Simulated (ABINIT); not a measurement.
# Zn (P6_3/mmc) in ABINIT: single point with PBEsol

Aim: the single point of Zn with PBEsol.

Program: ABINIT 10.8.3 (patched build). These are calculated values, not measurements. Logs are shortened: lines on timing, memory, paths and dates and some standing lists are left out, and cuts for length are marked. The log counts tension as positive stress, the text compression.

## (1) The structure

Symmetry: P6_3/mmc, No. 194, hexagonal system. The conventional cell has a = 2.670 Å, b = 2.670 Å, c = 4.966 Å, α = 90.00°, β = 90.00°, γ = 120.00°. Zn (site symmetry -6m2) has 12 Zn at 2.67 to 2.92 Å as nearest neighbours.

## (2) Single point, PBEsol

run.abi

```
# Pseudopotentials
pp_dirpath "./"
pseudos "Zn.upf"

# Structure
acell 3*1.0 Angstrom
rprim
     2.6700000000     0.0000000000     0.0000000000
    -1.3350000000     2.3122878281     0.0000000000
     0.0000000000     0.0000000000     4.9660000000
ntypat 1
znucl 30
natom 2
typat 1 1
xred
     0.6666666667     0.3333333333     0.7500000000
     0.3333333333     0.6666666667     0.2500000000

# Plane-wave basis
ecut 38.0

# k points
kptopt 1
ngkpt 8 8 4
nshiftk 1
shiftk 0.0 0.0 0.0

# Exchange and correlation
ixc -116133

# Bands and occupations
nband 24
occopt 3
tsmear 0.05 eV

# SCF cycle
nstep 100
tolvrs 1.0e-10

# Output
iomode 3
prtwf 0
prtden 0
prteig 0
prtebands 0
enunit 1
```

Potentials or basis: PseudoDojo NC SR PBEsol v0.4.1 standard.

Launch:

```sh
mpirun --bind-to none -np 4 abinit run.abi > log 2>&1
```

run.abo:

```text
.Version 10.8.3 of ABINIT
 Symmetries : space group P6_3/m m c (#194); Bravais hP (primitive hexag.)
================================================================================
 Values of the parameters that define the memory need of the present run
     intxc =       0    ionmov =       0      iscf =       7    lmnmax =       6
     lnmax =       6     mgfft =      54  mpssoang =       3    mqgrid =    3001
     natom =       2  nloc_mem =       1    nspden =       1   nspinor =       1
    nsppol =       1      nsym =      24    n1xccc =    2501    ntypat =       1
    occopt =       3   xclevel =       2
       mpw =        2334          nfft =       48600          nkpt =          30
================================================================================
================================================================================

--------------------------------------------------------------------------------
------------- Echo of variables that govern the present computation ------------
--------------------------------------------------------------------------------
 -outvars: echo values of preprocessed input variables --------
            acell      1.8897261259E+00  1.8897261259E+00  1.8897261259E+00 Bohr
              amu      6.53900000E+01
             ecut      3.80000000E+01 Hartree
           enunit           1
              ixc     -116133
         kptrlatt        8    0    0      0    8    0      0    0    4
          kptrlen      3.75375198E+01
            natom           2
            nband          24
            ngfft          30      30      54
             nkpt          30
            nstep         100
             nsym          24
           ntypat           1
           occopt           3
           prtden           0
        prtebands           0
           prteig           0
            prtwf           0
            rprim      2.6700000000E+00  0.0000000000E+00  0.0000000000E+00
                      -1.3350000000E+00  2.3122878281E+00  0.0000000000E+00
                       0.0000000000E+00  0.0000000000E+00  4.9660000000E+00
          spgroup         194
           tolvrs      1.00000000E-10
           tsmear      1.83746611E-03 Hartree
            typat      1  1
           xangst      1.3350000000E+00  7.7076260937E-01  3.7245000000E+00
                      -3.2892816734E-16  1.5415252187E+00  1.2415000000E+00
            xcart      2.5227843781E+00  1.4565302398E+00  7.0382849559E+00
                      -6.2158415138E-16  2.9130604796E+00  2.3460949853E+00
             xred      6.6666666667E-01  3.3333333333E-01  7.5000000000E-01
                       3.3333333333E-01  6.6666666667E-01  2.5000000000E-01
            znucl       30.00000

================================================================================

 chkinp: Checking input parameters for consistency.

================================================================================
== DATASET  1 ==================================================================

--- !DatasetInfo
iteration_state: {dtset: 1, }
dimensions: {natom: 2, nkpt: 30, mband: 24, nsppol: 1, nspinor: 1, nspden: 1, mpw: 2334, }
cutoff_energies: {ecut:  38.0, pawecutdg:  -1.0, }
electrons: {nelect:   4.00000000E+01, charge:   0.00000000E+00, occopt:   3.00000000E+00, tsmear:   1.83746611E-03, }
meta: {optdriver: 0, ionmov: 0, optcell: 0, iscf: 7, paral_kgb: 0, }
...

 Real(R)+Recip(G) space primitive vectors, cartesian coordinates (Bohr,Bohr^-1):
 R(1)=  5.0455688  0.0000000  0.0000000  G(1)=  0.1981937  0.1144272  0.0000000
 R(2)= -2.5227844  4.3695907  0.0000000  G(2)=  0.0000000  0.2288544  0.0000000
 R(3)=  0.0000000  0.0000000  9.3843799  G(3)=  0.0000000  0.0000000  0.1065601
 Unit cell volume ucvol=  2.0689809E+02 bohr^3
 Angles (23,13,12)=  9.00000000E+01  9.00000000E+01  1.20000000E+02 degrees

 getcut: wavevector=  0.0000  0.0000  0.0000  ngfft=  30  30  54
         ecut(hartree)=     38.000   => boxcut(ratio)=   2.07363

--- Pseudopotential description ------------------------------------------------
- pspini: atom type   1  psp file is ./Zn.upf
12 -116133 2 -1 1312                          pspcod,pspxc,lmax,lloc,mmax
     nproj     2     2     2

   2.12587485E+03                                ecore*ucvol(ha*bohr**3)
--------------------------------------------------------------------------------

================================================================================

--- !BeginCycle
iteration_state: {dtset: 1, }
solver: {iscf: 7, nstep: 100, nline: 4, wfoptalg: 0, }
tolerances: {tolvrs: 1.00E-10, }
...

     iter   Etot(hartree)      deltaE(h)  residm     vres2
 ETOT  1  -416.66757729320    -4.167E+02 5.880E-01 3.408E+02
 ETOT  2  -417.64077894150    -9.732E-01 3.212E-02 6.084E+02
 ETOT  3  -417.81890003985    -1.781E-01 7.525E-03 4.514E+01
 ETOT  4  -417.82583667605    -6.937E-03 9.240E-04 1.737E+01
 ETOT  5  -417.83036262604    -4.526E-03 3.626E-04 5.561E-01
 ETOT  6  -417.83051065328    -1.480E-04 3.481E-04 2.470E-03
 ETOT  7  -417.83051143889    -7.856E-07 9.925E-05 9.166E-05
 ETOT  8  -417.83051146599    -2.710E-08 9.190E-05 4.358E-06
 ETOT  9  -417.83051146722    -1.232E-09 4.789E-05 3.361E-07
 ETOT 10  -417.83051146730    -8.208E-11 3.109E-05 1.714E-11

 At SCF step   10       vres2   =  1.71E-11 < tolvrs=  1.00E-10 =>converged.

 Cartesian components of stress tensor (hartree/bohr^3)
  sigma(1 1)=  2.02092088E-04  sigma(3 2)=  0.00000000E+00
  sigma(2 2)=  2.02092088E-04  sigma(3 1)=  0.00000000E+00
  sigma(3 3)=  2.82938189E-04  sigma(2 1)=  0.00000000E+00

--- !ResultsGS
iteration_state: {dtset: 1, }
comment   : Summary of ground state results
lattice_vectors:
- [  5.0455688,   0.0000000,   0.0000000, ]
- [ -2.5227844,   4.3695907,   0.0000000, ]
- [  0.0000000,   0.0000000,   9.3843799, ]
lattice_lengths: [   5.04557,    5.04557,    9.38438, ]
lattice_angles: [ 90.000,  90.000, 120.000, ] # degrees, (23, 13, 12)
lattice_volume:   2.0689809E+02
convergence: {deltae: -8.208E-11, res2:  1.714E-11, residm:  3.109E-05, diffor: null, }
etotal    :  -4.17830511E+02
entropy   :   0.00000000E+00
fermie    :   2.76957356E-01
cartesian_stress_tensor: # hartree/bohr^3
- [  2.02092088E-04,   0.00000000E+00,   0.00000000E+00, ]
- [  0.00000000E+00,   2.02092088E-04,   0.00000000E+00, ]
- [  0.00000000E+00,   0.00000000E+00,   2.82938189E-04, ]
pressure_GPa:  -6.7386E+00
xred      :
- [  6.6667E-01,   3.3333E-01,   7.5000E-01, Zn]
- [  3.3333E-01,   6.6667E-01,   2.5000E-01, Zn]
cartesian_forces: # hartree/bohr
- [ -3.33540845E-29,   5.00681731E-29,  -0.00000000E+00, ]
- [  3.33540845E-29,  -5.00681731E-29,  -0.00000000E+00, ]
force_length_stats: {min:   6.01607588E-29, max:   6.01607588E-29, mean:   6.01607588E-29, }
...

 Integrated electronic density in atomic spheres:
 ------------------------------------------------
 Atom  Sphere_radius  Integrated_density
    1        2.00000         18.10874631
    2        2.00000         18.10874631
================================================================================

 ----iterations are completed or convergence reached----

 Mean square residual over all n,k,spin=   13.246E-08; max=  31.086E-06
 reduced coordinates (array xred) for    2 atoms
       0.666666666667      0.333333333333      0.750000000000
       0.333333333333      0.666666666667      0.250000000000
 rms dE/dt=  2.0195E-28; max dE/dt=  3.3658E-28; dE/dt below (all hartree)
    1       0.000000000000     -0.000000000000      0.000000000000
    2      -0.000000000000      0.000000000000      0.000000000000

 cartesian coordinates (angstrom) at end:
    1      1.33500000000000     0.77076260936667     3.72450000000000
    2     -0.00000000000000     1.54152521873333     1.24150000000000

 cartesian forces (hartree/bohr) at end:
    1     -0.00000000000000     0.00000000000000    -0.00000000000000
    2      0.00000000000000    -0.00000000000000    -0.00000000000000
 frms,max,avg= 3.4733830E-29 5.0068173E-29   0.000E+00  0.000E+00  0.000E+00 h/b

 cartesian forces (eV/Angstrom) at end:
    1     -0.00000000000000     0.00000000000000    -0.00000000000000
    2      0.00000000000000    -0.00000000000000    -0.00000000000000
 frms,max,avg= 1.7860854E-27 2.5746090E-27   0.000E+00  0.000E+00  0.000E+00 e/A
 length scales=  1.889726125908  1.889726125908  1.889726125908 bohr
              =  1.000000000000  1.000000000000  1.000000000000 angstroms
 Fermi (or HOMO) energy (eV) =   7.53639   Average Vxc (eV)= -12.15135
 Eigenvalues (   eV  ) for nkpt=  30  k points:
 kpt#   1, nband= 24, wtk=  0.00391, kpt=  0.0000  0.0000  0.0000 (reduced coord)
-118.55721 -118.55636  -72.86958  -72.85789  -72.84275  -72.84275  -72.84143  -72.84143
  -2.70735   -0.85409   -0.14671    0.08698    0.08698    0.13647    0.13647    0.46508
   0.46508    0.67118    0.67118    4.02132    4.60185   21.04540   24.61505   24.90745
 prteigrs : prtvol=0 or 1, do not print more k-points.

--- !EnergyTerms
iteration_state     : {dtset: 1, }
comment             : Components of total free energy in Hartree
kinetic             :  1.84245942495231E+02
hartree             :  1.39603005909979E+02
xc                  : -4.44584590290438E+01
Ewald energy        : -2.45434188462303E+02
psp_core            :  1.02749856201750E+01
local_psp           : -3.66262701906817E+02
non_local_psp       : -9.57989333724141E+01
internal            : -4.17830348745193E+02
'-kT*entropy'       : -1.62722110561426E-04
total_energy        : -4.17830511467304E+02
total_energy_eV     : -1.13697474328926E+04
band_energy         : -4.88995118204302E+01
...

 Cartesian components of stress tensor (hartree/bohr^3)
  sigma(1 1)=  2.02092088E-04  sigma(3 2)=  0.00000000E+00
  sigma(2 2)=  2.02092088E-04  sigma(3 1)=  0.00000000E+00
  sigma(3 3)=  2.82938189E-04  sigma(2 1)=  0.00000000E+00

-Cartesian components of stress tensor (GPa)         [Pressure= -6.7386E+00 GPa]
- sigma(1 1)=  5.94575450E+00  sigma(3 2)=  0.00000000E+00
- sigma(2 2)=  5.94575450E+00  sigma(3 1)=  0.00000000E+00
- sigma(3 3)=  8.32432890E+00  sigma(2 1)=  0.00000000E+00

== END DATASET(S) ==============================================================
================================================================================

 -outvars: echo values of variables after computation  --------
            acell      1.8897261259E+00  1.8897261259E+00  1.8897261259E+00 Bohr
           etotal     -4.1783051147E+02
            fcart     -3.3354084461E-29  5.0068173070E-29 -0.0000000000E+00
                       3.3354084461E-29 -5.0068173070E-29 -0.0000000000E+00
            rprim      2.6700000000E+00  0.0000000000E+00  0.0000000000E+00
                      -1.3350000000E+00  2.3122878281E+00  0.0000000000E+00
                       0.0000000000E+00  0.0000000000E+00  4.9660000000E+00
           strten      2.0209208766E-04  2.0209208785E-04  2.8293818858E-04
                       0.0000000000E+00  0.0000000000E+00  0.0000000000E+00
           xangst      1.3350000000E+00  7.7076260937E-01  3.7245000000E+00
                      -3.2892816734E-16  1.5415252187E+00  1.2415000000E+00
             xred      6.6666666667E-01  3.3333333333E-01  7.5000000000E-01
                       3.3333333333E-01  6.6666666667E-01  2.5000000000E-01
 Calculation completed.
```

Run time: 13 s. Hardware: 4 MPI ranks of Arm Neoverse V2, shared host; peak memory 0.24 GiB.

Results:

```
Free energy                                           : -11369.7474 eV
Pressure                                              : -6.7 GPa
Band gap on the k mesh                                : none (metal or under the smearing width)
Valence electrons inside the program's atomic spheres : Zn 18.11 (radii [1.0584] Å)
```
